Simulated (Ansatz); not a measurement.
AlNi:

```
Ni Al
1.0
     1.93869   -1.95319    0.00000
     1.93869    1.95319    0.00000
     0.00000    0.00000    3.09943
Ni Al
1 1
Direct
  0.50000 0.50000 0.50000
  0.00000 0.00000 0.00000
```

The cell comes from a database or a generator and needn't be the stable form of this composition.

Base run:

| Quantity | Value |
| --- | --- |
| Program | Ansatz 0.2.0 |
| Functional | PBEsol |
| Potentials or basis | Ansatz PAW |
| Cutoff | 420 eV (not typed: the program's choice for these potentials) |
| k mesh | 8 × 8 × 7 |
| Occupations | fermi-dirac, width 0.05 eV |
| Spin | collinear spin, ferromagnetic start |
| Starting moments | [0.5, 0.0] μB |
| Fixed moment | 0.5 μB |

Its results: pressure 1.2 GPa; site moments Ni +0.38; Al +0.04 μB.

The run is repeated on the same cell with these changes: fixed moment from 0.5 μB to 1.2 μB; moments at the start from [0.5, 0.0] to [1.2, 0.0]. What comes out?

Pressure 6.7 GPa; site moments Ni +0.83; Al +0.13 μB.

Caveats: the total moment is fixed, so each spin has its own Fermi level; the PAW data sets come from PBE, with cores solved anew for the run's functional, which leaves a small shift of forces and pressure; the thresholds are loose for stress.
